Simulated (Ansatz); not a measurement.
**CdS: input, output and frames of a trajectory**

Method: Ansatz 0.2.0, DFT PBE, scalar-relativistic, plane waves, PAW. Cutoff 420 eV, shifted (0.5, 0.5, 0.5 steps) 2×2×2 k-points, Fermi–Dirac smearing of 0.22 eV. The mesh is coarse. No spin polarisation.

16 atoms, starting at 1.10 times the perfect crystal's volume (space group F-43m, the cell as given, not relaxed at this level); constant energy, velocities drawn at 2600 K, fixed cell; 24 steps of 3 fs. The run is short and not equilibrated.

The run converged.

Time: 3.7 min on 4 threads of Arm Neoverse N1, on a shared host, peak memory 1.4 GiB.

Command:
```bash
ansatz run input.yaml --threads 4 --pin off --max-ram 5120MiB --backend cpu --events-out ev --progress --plain --runs-dir out
```

Input:
```yaml
crystal:
  lattice:
    - [0.0, 6.007870272, -6.007870272]
    - [-6.007870272, 0.0, -6.007870272]
    - [-6.007870272, 6.007870272, 0.0]
  atoms:
    - { symbol: Cd, position: [0.5, 0.5, 0.0] }
    - { symbol: Cd, position: [0.0, 0.5, 0.0] }
    - { symbol: Cd, position: [0.5, 0.0, 0.0] }
    - { symbol: Cd, position: [0.0, 0.0, 0.0] }
    - { symbol: Cd, position: [0.5, 0.5, 0.5] }
    - { symbol: Cd, position: [0.0, 0.5, 0.5] }
    - { symbol: Cd, position: [0.5, 0.0, 0.5] }
    - { symbol: Cd, position: [0.0, 0.0, 0.5] }
    - { symbol: S, position: [0.875, 0.375, 0.375] }
    - { symbol: S, position: [0.375, 0.375, 0.375] }
    - { symbol: S, position: [0.875, 0.875, 0.375] }
    - { symbol: S, position: [0.375, 0.875, 0.375] }
    - { symbol: S, position: [0.875, 0.375, 0.875] }
    - { symbol: S, position: [0.375, 0.375, 0.875] }
    - { symbol: S, position: [0.875, 0.875, 0.875] }
    - { symbol: S, position: [0.375, 0.875, 0.875] }
basis:
  ecutwfc: 420
kpoints:
  mp_grid: { grid: [2, 2, 2], shift: [0.5, 0.5, 0.5] }
hamiltonian:
  xc: pbe
scf:
  occupations: { method: fermi_dirac, width: 0.2241 }
  lower_state_search: "off"
  convergence: { dr2_threshold: 1.0e-07 }
output:
  forces: true
  stress: true
md:
  timestep: 3.0
  n_steps: 24
  ensemble: nve
  temperature: 2600.0
  initial_velocities: maxwell_boltzmann
  seed: 33189
```

Output (its end):
```
...
SCF converged after 7 iterations
Free energy (F): -73259.536138 eV
Harris-Foulkes:  -73259.536138 eV  (|F-HF|=1.71e-8)
Internal energy: -73259.431516 eV  (E = F + TS)
E sigma→0 (E₀):  -73259.483827 eV
Entropy (-TS):   -0.104622 eV (-6.539 meV/atom)
Fermi energy:    6.827182 eV
--- Per-component energies (eV) ---
  E_band       = -4274.363465
  E_kinetic    = 4882.097261
  E_local      = -33320.713351  (includes V_loc(G=0)·N_el)
  E_nonlocal   = 497.763465
  E_hartree    = 15247.111742
  E_xc         = -2183.974095
  E_vxc        = -2462.982977  (∫ρ·V_xc dr)
  E_paw        = -37471.092739  (= ΣΔE_a)
  E_vpaw       = -4364.747013  (= ΣTr[D̂ρ^β])
  E_aug_tail   = 0.000121  (compensation charges beyond the density's cutoff)
  E_ewald      = -20910.623918
  E_smearing   = -0.104622  (= −TS)
  E_closure    = 0.000000  (closes the sum)
  Σ components = -73259.536138   (vs F -73259.536138, Δ=0.00e0)
--- Forces (eV/Å), atoms counted from 1 ---
  atom   1  Cd    -1.04592483    -0.15571749     1.31845010
  atom   2  Cd     0.30124861    -0.42904285    -0.74747797
  atom   3  Cd    -0.55464842     0.58953216    -0.94947389
  atom   4  Cd     0.62324760    -0.71045404    -0.07916183
  atom   5  Cd    -0.29505795     0.18952801     0.53881839
  atom   6  Cd     0.39129841     0.28885061     0.39437387
  atom   7  Cd     0.39810820    -0.20831977    -0.46765301
  atom   8  Cd    -0.00960794     0.34563121    -0.04855798
  atom   9  S     -0.52691099     0.06967765    -0.15181911
  atom  10  S      0.28699044     0.09374236     0.22812074
  atom  11  S     -1.27592560    -0.19698476     0.32439341
  atom  12  S      1.16003835    -0.40814844     0.15939082
  atom  13  S      1.86178289     1.66450484    -1.35320823
  atom  14  S     -0.61562440    -0.61503228     0.25250663
  atom  15  S     -0.18820991    -0.02875798     0.75910027
  atom  16  S     -0.51081568    -0.48907963    -0.17778497
  max |Σ_I F_I| component: 7.04e-5 eV/Å
--- Stress (GPa, compression-positive) ---
       -0.170290       0.161118      -0.384638
        0.161118      -0.699939       0.199891
       -0.384638       0.199891      -0.426057
  P = ⅓ Tr σ = -0.4321 GPa (-4.321 kbar)
--- MD trajectory: 24 steps, t = 0.0 → 72.0 fs ---
  final state: T = 1062.5 K   F+E_penalty+E_count = -73259.53613793 eV   E_kin = 2.060098 eV
  conserved energy: peak-to-peak 1.189e-2 eV (7.430e-4 eV/atom) over 72.0 fs
```

Frames along the run (Å, eV/Å; dE is the potential energy from the first frame):

```xyz
16
Lattice="0.000 6.008 -6.008 -6.008 0.000 -6.008 -6.008 6.008 0.000" Properties=species:S:1:pos:R:3:forces:R:3 pbc="T T T" time_fs=0.00 dE_eV=0.0000 T_K=2600
Cd   -3.004    3.004   -6.008    0.012   -0.012    0.012
Cd   -3.004    0.000   -3.004    0.012   -0.012    0.012
Cd    0.000    3.004   -3.004    0.012   -0.012    0.012
Cd    0.000    0.000    0.000    0.012   -0.012    0.012
Cd   -6.008    6.008   -6.008    0.012   -0.012    0.012
Cd   -6.008    3.004   -3.004    0.012   -0.012    0.012
Cd   -3.004    6.008   -3.004    0.012   -0.012    0.012
Cd   -3.004    3.004    0.000    0.012   -0.012    0.012
S    -4.506    7.510   -7.510   -0.012    0.012   -0.012
S    -4.506    4.506   -4.506   -0.012    0.012   -0.012
S    -7.510    7.510  -10.514   -0.012    0.012   -0.012
S    -7.510    4.506   -7.510   -0.012    0.012   -0.012
S    -7.510   10.514   -7.510   -0.012    0.012   -0.012
S    -7.510    7.510   -4.506   -0.012    0.012   -0.012
S   -10.514   10.514  -10.514   -0.012    0.012   -0.012
S   -10.514    7.510   -7.510   -0.012    0.012   -0.012
16
Lattice="0.000 6.008 -6.008 -6.008 0.000 -6.008 -6.008 6.008 0.000" Properties=species:S:1:pos:R:3:forces:R:3 pbc="T T T" time_fs=6.00 dE_eV=0.2087 T_K=2494
Cd   -3.015    2.986   -6.022    0.109    0.051    0.251
Cd   -2.993    0.040   -3.021    0.171   -0.219    0.268
Cd    0.027    3.006   -2.959   -0.150    0.230   -0.216
Cd   -0.042   -0.030   -0.018    0.386    0.204    0.222
Cd   -6.016    5.999   -6.051    0.142    0.065    0.213
Cd   -6.012    2.997   -2.990    0.257   -0.182   -0.135
Cd   -3.055    6.008   -3.008    0.253    0.142   -0.166
Cd   -2.991    3.003    0.019   -0.059    0.103   -0.082
S    -4.481    7.484   -7.492    0.041    0.157   -0.062
S    -4.531    4.539   -4.485    0.127   -0.245   -0.251
S    -7.467    7.550  -10.571   -0.160   -0.226    0.307
S    -7.550    4.597   -7.482    0.083   -0.482   -0.363
S    -7.382   10.439   -7.448   -0.805    0.176   -0.258
S    -7.487    7.454   -4.497    0.073    0.510    0.020
S   -10.448   10.576  -10.519   -0.357   -0.308    0.102
S   -10.502    7.519   -7.525   -0.110    0.022    0.153
16
Lattice="0.000 6.008 -6.008 -6.008 0.000 -6.008 -6.008 6.008 0.000" Properties=species:S:1:pos:R:3:forces:R:3 pbc="T T T" time_fs=12.00 dE_eV=0.7405 T_K=2221
Cd   -3.025    2.969   -6.035    0.230    0.124    0.434
Cd   -2.982    0.079   -3.038    0.161   -0.275    0.433
Cd    0.053    3.008   -2.914   -0.318    0.432   -0.442
Cd   -0.083   -0.059   -0.035    0.784    0.568    0.557
Cd   -6.024    5.991   -6.094    0.334    0.181    0.444
Cd   -6.015    2.989   -2.976    0.506   -0.386   -0.377
Cd   -3.106    6.008   -3.012    0.449    0.217   -0.259
Cd   -2.978    3.003    0.038   -0.161    0.241   -0.181
S    -4.456    7.459   -7.475    0.093    0.287   -0.097
S    -4.554    4.570   -4.466    0.195   -0.476   -0.476
S    -7.425    7.587  -10.625   -0.183   -0.393    0.542
S    -7.590    4.683   -7.457    0.054   -0.939   -0.669
S    -7.262   10.366   -7.389   -1.500    0.046   -0.352
S    -7.463    7.403   -4.488    0.192    0.949    0.012
S   -10.385   10.635  -10.524   -0.658   -0.594    0.112
S   -10.491    7.529   -7.538   -0.178    0.019    0.319
16
Lattice="0.000 6.008 -6.008 -6.008 0.000 -6.008 -6.008 6.008 0.000" Properties=species:S:1:pos:R:3:forces:R:3 pbc="T T T" time_fs=18.00 dE_eV=1.4405 T_K=1861
Cd   -3.035    2.951   -6.046    0.359    0.198    0.583
Cd   -2.970    0.117   -3.053    0.082   -0.268    0.570
Cd    0.078    3.012   -2.871   -0.492    0.609   -0.662
Cd   -0.121   -0.087   -0.050    1.122    1.035    0.930
Cd   -6.031    5.983   -6.135    0.556    0.309    0.673
Cd   -6.017    2.980   -2.963    0.730   -0.589   -0.681
Cd   -3.155    6.009   -3.017    0.612    0.249   -0.296
Cd   -2.965    3.003    0.056   -0.281    0.383   -0.271
S    -4.430    7.438   -7.459    0.133    0.392   -0.118
S    -4.576    4.595   -4.453    0.203   -0.676   -0.674
S    -7.385    7.620  -10.672   -0.130   -0.515    0.705
S    -7.629    4.759   -7.440   -0.049   -1.322   -0.910
S    -7.158   10.293   -7.334   -2.050   -0.243   -0.354
S    -7.437    7.363   -4.479    0.333    1.299   -0.025
S   -10.330   10.688  -10.527   -0.910   -0.843    0.060
S   -10.482    7.539   -7.548   -0.215   -0.019    0.471
16
Lattice="0.000 6.008 -6.008 -6.008 0.000 -6.008 -6.008 6.008 0.000" Properties=species:S:1:pos:R:3:forces:R:3 pbc="T T T" time_fs=21.00 dE_eV=1.7978 T_K=1678
Cd   -3.039    2.943   -6.052    0.422    0.234    0.650
Cd   -2.964    0.136   -3.059    0.037   -0.256    0.626
Cd    0.090    3.015   -2.850   -0.580    0.691   -0.769
Cd   -0.139   -0.099   -0.056    1.243    1.263    1.088
Cd   -6.034    5.980   -6.155    0.657    0.366    0.772
Cd   -6.017    2.975   -2.958    0.824   -0.676   -0.840
Cd   -3.179    6.010   -3.019    0.679    0.256   -0.303
Cd   -2.959    3.004    0.065   -0.340    0.449   -0.308
S    -4.416    7.429   -7.451    0.144    0.433   -0.124
S    -4.585    4.605   -4.449    0.192   -0.762   -0.758
S    -7.366    7.634  -10.694   -0.094   -0.561    0.762
S    -7.648    4.792   -7.435   -0.102   -1.471   -0.994
S    -7.115   10.256   -7.308   -2.244   -0.393   -0.317
S    -7.423    7.348   -4.475    0.400    1.430   -0.049
S   -10.306   10.711  -10.528   -1.012   -0.949    0.026
S   -10.478    7.544   -7.552   -0.225   -0.055    0.537
16
Lattice="0.000 6.008 -6.008 -6.008 0.000 -6.008 -6.008 6.008 0.000" Properties=species:S:1:pos:R:3:forces:R:3 pbc="T T T" time_fs=27.00 dE_eV=2.4193 T_K=1358
Cd   -3.047    2.927   -6.060    0.538    0.302    0.775
Cd   -2.953    0.173   -3.072   -0.041   -0.232    0.686
Cd    0.112    3.022   -2.811   -0.748    0.842   -0.969
Cd   -0.173   -0.121   -0.067    1.361    1.587    1.269
Cd   -6.038    5.974   -6.192    0.792    0.442    0.911
Cd   -6.016    2.963   -2.949    0.970   -0.799   -1.130
Cd   -3.225    6.012   -3.026    0.775    0.261   -0.311
Cd   -2.948    3.006    0.082   -0.440    0.557   -0.359
S    -4.388    7.414   -7.437    0.145    0.489   -0.126
S    -4.604    4.619   -4.448    0.158   -0.898   -0.885
S    -7.328    7.659  -10.730   -0.038   -0.622    0.828
S    -7.688    4.845   -7.433   -0.146   -1.667   -1.065
S    -7.046   10.178   -7.258   -2.432   -0.589   -0.147
S    -7.391    7.329   -4.466    0.502    1.591   -0.086
S   -10.266   10.750  -10.531   -1.160   -1.103   -0.028
S   -10.473    7.553   -7.554   -0.237   -0.161    0.637
16
Lattice="0.000 6.008 -6.008 -6.008 0.000 -6.008 -6.008 6.008 0.000" Properties=species:S:1:pos:R:3:forces:R:3 pbc="T T T" time_fs=33.00 dE_eV=2.8201 T_K=1152
Cd   -3.053    2.912   -6.067    0.628    0.362    0.895
Cd   -2.941    0.210   -3.082   -0.079   -0.221    0.637
Cd    0.133    3.031   -2.774   -0.895    0.968   -1.139
Cd   -0.201   -0.139   -0.074    1.328    1.618    1.223
Cd   -6.039    5.969   -6.228    0.790    0.452    0.953
Cd   -6.011    2.948   -2.943    1.050   -0.823   -1.324
Cd   -3.269    6.015   -3.033    0.804    0.253   -0.334
Cd   -2.939    3.010    0.098   -0.493    0.618   -0.374
S    -4.358    7.405   -7.424    0.113    0.508   -0.119
S    -4.620    4.623   -4.456    0.135   -0.972   -0.939
S    -7.291    7.676  -10.757   -0.041   -0.632    0.832
S    -7.730    4.881   -7.442   -0.050   -1.722   -0.991
S    -7.003   10.094   -7.210   -2.345   -0.550    0.118
S    -7.354    7.328   -4.459    0.524    1.603   -0.090
S   -10.239   10.776  -10.534   -1.216   -1.160   -0.027
S   -10.470    7.560   -7.549   -0.254   -0.303    0.678
16
Lattice="0.000 6.008 -6.008 -6.008 0.000 -6.008 -6.008 6.008 0.000" Properties=species:S:1:pos:R:3:forces:R:3 pbc="T T T" time_fs=39.00 dE_eV=2.9762 T_K=1070
Cd   -3.058    2.897   -6.071    0.667    0.407    1.013
Cd   -2.929    0.246   -3.090   -0.067   -0.232    0.463
Cd    0.150    3.044   -2.740   -0.998    1.053   -1.265
Cd   -0.226   -0.151   -0.077    1.204    1.345    0.998
Cd   -6.039    5.965   -6.260    0.650    0.409    0.911
Cd   -6.003    2.931   -2.942    1.054   -0.729   -1.348
Cd   -3.311    6.019   -3.041    0.762    0.230   -0.385
Cd   -2.931    3.016    0.112   -0.487    0.628   -0.356
S    -4.326    7.401   -7.412    0.049    0.495   -0.106
S    -4.635    4.617   -4.474    0.142   -0.969   -0.906
S    -7.254    7.687  -10.775   -0.129   -0.589    0.784
S    -7.772    4.898   -7.463    0.193   -1.660   -0.795
S    -6.986   10.004   -7.161   -2.010   -0.288    0.346
S    -7.311    7.344   -4.452    0.446    1.467   -0.048
S   -10.224   10.790  -10.537   -1.180   -1.110    0.046
S   -10.470    7.565   -7.536   -0.296   -0.457    0.650
16
Lattice="0.000 6.008 -6.008 -6.008 0.000 -6.008 -6.008 6.008 0.000" Properties=species:S:1:pos:R:3:forces:R:3 pbc="T T T" time_fs=45.00 dE_eV=2.9570 T_K=1079
Cd   -3.060    2.885   -6.071    0.613    0.419    1.128
Cd   -2.918    0.281   -3.097   -0.008   -0.262    0.192
Cd    0.165    3.059   -2.711   -1.040    1.083   -1.335
Cd   -0.247   -0.159   -0.077    1.055    0.883    0.697
Cd   -6.036    5.963   -6.289    0.423    0.344    0.823
Cd   -5.992    2.912   -2.944    0.976   -0.532   -1.167
Cd   -3.350    6.023   -3.051    0.663    0.186   -0.459
Cd   -2.924    3.024    0.126   -0.426    0.593   -0.311
S    -4.295    7.402   -7.402   -0.044    0.457   -0.093
S    -4.649    4.600   -4.501    0.182   -0.888   -0.786
S    -7.218    7.692  -10.785   -0.299   -0.502    0.700
S    -7.812    4.897   -7.491    0.520   -1.520   -0.540
S    -6.990    9.911   -7.108   -1.459    0.096    0.380
S    -7.263    7.376   -4.446    0.280    1.204    0.032
S   -10.223   10.792  -10.540   -1.066   -0.967    0.183
S   -10.473    7.564   -7.517   -0.369   -0.594    0.555
16
Lattice="0.000 6.008 -6.008 -6.008 0.000 -6.008 -6.008 6.008 0.000" Properties=species:S:1:pos:R:3:forces:R:3 pbc="T T T" time_fs=51.00 dE_eV=2.8763 T_K=1120
Cd   -3.060    2.873   -6.068    0.413    0.378    1.241
Cd   -2.906    0.315   -3.103    0.080   -0.305   -0.116
Cd    0.176    3.078   -2.686   -1.017    1.053   -1.341
Cd   -0.265   -0.165   -0.074    0.920    0.371    0.412
Cd   -6.032    5.962   -6.316    0.178    0.284    0.731
Cd   -5.978    2.891   -2.950    0.835   -0.284   -0.815
Cd   -3.387    6.028   -3.062    0.544    0.120   -0.530
Cd   -2.918    3.034    0.139   -0.329    0.531   -0.251
S    -4.264    7.408   -7.392   -0.159    0.398   -0.084
S    -4.660    4.573   -4.538    0.241   -0.736   -0.598
S    -7.186    7.691  -10.787   -0.526   -0.394    0.600
S    -7.846    4.879   -7.526    0.842   -1.334   -0.293
S    -7.009    9.820   -7.050   -0.722    0.522    0.155
S    -7.213    7.421   -4.440    0.062    0.844    0.128
S   -10.233   10.784  -10.540   -0.900   -0.763    0.353
S   -10.480    7.557   -7.492   -0.464   -0.685    0.409
16
Lattice="0.000 6.008 -6.008 -6.008 0.000 -6.008 -6.008 6.008 0.000" Properties=species:S:1:pos:R:3:forces:R:3 pbc="T T T" time_fs=54.00 dE_eV=2.8460 T_K=1136
Cd   -3.060    2.868   -6.065    0.247    0.331    1.295
Cd   -2.901    0.332   -3.107    0.127   -0.328   -0.264
Cd    0.181    3.089   -2.675   -0.981    1.016   -1.321
Cd   -0.273   -0.167   -0.073    0.862    0.131    0.290
Cd   -6.029    5.962   -6.328    0.067    0.260    0.690
Cd   -5.970    2.881   -2.954    0.753   -0.162   -0.604
Cd   -3.404    6.031   -3.068    0.490    0.080   -0.556
Cd   -2.916    3.039    0.145   -0.273    0.496   -0.220
S    -4.249    7.413   -7.388   -0.221    0.363   -0.082
S    -4.665    4.557   -4.558    0.271   -0.639   -0.486
S    -7.172    7.689  -10.786   -0.651   -0.341    0.549
S    -7.860    4.865   -7.545    0.977   -1.227   -0.188
S    -7.023    9.775   -7.021   -0.299    0.737   -0.041
S    -7.187    7.447   -4.436   -0.053    0.640    0.174
S   -10.242   10.776  -10.539   -0.806   -0.650    0.440
S   -10.486    7.550   -7.477   -0.510   -0.707    0.324
16
Lattice="0.000 6.008 -6.008 -6.008 0.000 -6.008 -6.008 6.008 0.000" Properties=species:S:1:pos:R:3:forces:R:3 pbc="T T T" time_fs=60.00 dE_eV=2.8423 T_K=1138
Cd   -3.059    2.858   -6.057   -0.207    0.187    1.385
Cd   -2.889    0.364   -3.114    0.215   -0.370   -0.514
Cd    0.187    3.113   -2.655   -0.873    0.908   -1.237
Cd   -0.287   -0.172   -0.069    0.766   -0.275    0.099
Cd   -6.025    5.962   -6.352   -0.114    0.227    0.625
Cd   -5.952    2.859   -2.964    0.598    0.048   -0.184
Cd   -3.439    6.037   -3.081    0.410   -0.013   -0.572
Cd   -2.912    3.051    0.156   -0.164    0.429   -0.157
S    -4.220    7.426   -7.380   -0.344    0.279   -0.090
S    -4.672    4.520   -4.603    0.316   -0.414   -0.246
S    -7.150    7.682  -10.778   -0.898   -0.253    0.453
S    -7.880    4.827   -7.583    1.163   -0.989   -0.026
S    -7.051    9.694   -6.963    0.589    1.151   -0.527
S    -7.136    7.504   -4.427   -0.272    0.208    0.248
S   -10.266   10.756  -10.533   -0.608   -0.423    0.596
S   -10.501    7.532   -7.446   -0.579   -0.700    0.147
16
Lattice="0.000 6.008 -6.008 -6.008 0.000 -6.008 -6.008 6.008 0.000" Properties=species:S:1:pos:R:3:forces:R:3 pbc="T T T" time_fs=66.00 dE_eV=2.9093 T_K=1103
Cd   -3.058    2.848   -6.043   -0.715    0.004    1.415
Cd   -2.876    0.396   -3.122    0.278   -0.404   -0.678
Cd    0.191    3.139   -2.640   -0.728    0.763   -1.108
Cd   -0.298   -0.177   -0.065    0.690   -0.557   -0.022
Cd   -6.020    5.963   -6.373   -0.233    0.206    0.577
Cd   -5.932    2.837   -2.974    0.476    0.197    0.163
Cd   -3.472    6.042   -3.096    0.382   -0.114   -0.539
Cd   -2.909    3.065    0.167   -0.072    0.377   -0.099
S    -4.196    7.441   -7.373   -0.452    0.181   -0.113
S    -4.676    4.478   -4.651    0.326   -0.165   -0.003
S    -7.137    7.672  -10.766   -1.115   -0.202    0.376
S    -7.887    4.778   -7.622    1.224   -0.715    0.079
S    -7.072    9.625   -6.911    1.388    1.489   -1.013
S    -7.089    7.563   -4.415   -0.462   -0.222    0.280
S   -10.296   10.732  -10.521   -0.402   -0.213    0.708
S   -10.522    7.506   -7.413   -0.586   -0.624   -0.023
16
Lattice="0.000 6.008 -6.008 -6.008 0.000 -6.008 -6.008 6.008 0.000" Properties=species:S:1:pos:R:3:forces:R:3 pbc="T T T" time_fs=72.00 dE_eV=2.9896 T_K=1062
Cd   -3.060    2.839   -6.026   -1.046   -0.156    1.318
Cd   -2.863    0.426   -3.133    0.301   -0.429   -0.747
Cd    0.193    3.168   -2.628   -0.555    0.590   -0.949
Cd   -0.307   -0.184   -0.060    0.623   -0.710   -0.079
Cd   -6.017    5.964   -6.393   -0.295    0.190    0.539
Cd   -5.911    2.816   -2.983    0.391    0.289    0.394
Cd   -3.504    6.047   -3.113    0.398   -0.208   -0.468
Cd   -2.906    3.079    0.178   -0.010    0.346   -0.049
S    -4.176    7.459   -7.367   -0.527    0.070   -0.152
S    -4.677    4.434   -4.699    0.287    0.094    0.228
S    -7.136    7.660  -10.750   -1.276   -0.197    0.324
S    -7.881    4.721   -7.660    1.160   -0.408    0.159
S    -7.079    9.572   -6.870    1.862    1.665   -1.353
S    -7.046    7.619   -4.401   -0.616   -0.615    0.253
S   -10.331   10.705  -10.501   -0.188   -0.029    0.759
S   -10.550    7.473   -7.381   -0.511   -0.489   -0.178
```